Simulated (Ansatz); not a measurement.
# Nb: relaxation of cell and atoms with PBE

Nb:

```
Nb
1.0
    -1.66395    1.66395    1.66395
     1.66395   -1.66395    1.66395
     1.66395    1.66395   -1.66395
Nb
1
Direct
  0.00000 0.00000 0.00000
```

* Program: Ansatz 0.2.0
* Task: relaxation of cell and atoms
* Functional: PBE
* Potentials or basis: Ansatz PAW
* Cutoff: 420 eV (not typed: the program's choice for these potentials)
* k mesh: 11 × 11 × 11
* Occupations: fermi-dirac, width 0.05 eV
* Spin: no spin polarisation

```json
{
 "Relaxed volume": "18.21 Å³/atom",
 "Relaxed cell": "a = 2.871 Å, b = 2.871 Å, c = 2.871 Å, α = 109.47°, β = 109.47°, γ = 109.47°",
 "Space group after relaxing (to 0.05 Å)": "Im-3m (No. 229)",
 "Energy gained by relaxing": "1.4 meV/atom",
 "Ionic steps": "4",
 "Pressure after relaxing": "0.0 GPa",
 "Band gap on the k mesh": "none (metal or under the smearing width)"
}
```

The path:
```
step  energy change (eV)  largest force (eV/Å)  volume (Å³)
   1              0.0000                0.0000        18.43
   2             -0.0014                0.0000        18.22
   3             -0.0014                0.0000        18.21
   4             -0.0014                0.0000        18.21
```

Final structure:
```
Nb
1.0
    -1.65738    1.65738    1.65738
     1.65738   -1.65738    1.65738
     1.65738    1.65738   -1.65738
Nb
1
Cartesian
  0.0000 0.0000 0.0000
```

Levels at points of the mesh, in eV from the Fermi level:
| k point | band 3 | band 4 | band 5 | band 6 | band 7 | band 8 | band 9 | band 10 |
| --- | --- | --- | --- | --- | --- | --- | --- | --- |
| (0.00, 0.00, 0.00) | -29.66 | -29.66 | -5.85 | 0.40 | 0.40 | 0.40 | 3.27 | 3.27 |

Wall time 0.99 s on 2 threads of Intel(R) Xeon(R) 6975P-C (Granite Rapids), on a shared host, peak memory 0.35 GiB.

Caveat: the plane-wave basis is chosen anew once the cell has moved, so the energies of steps on either side of that aren't comparable.
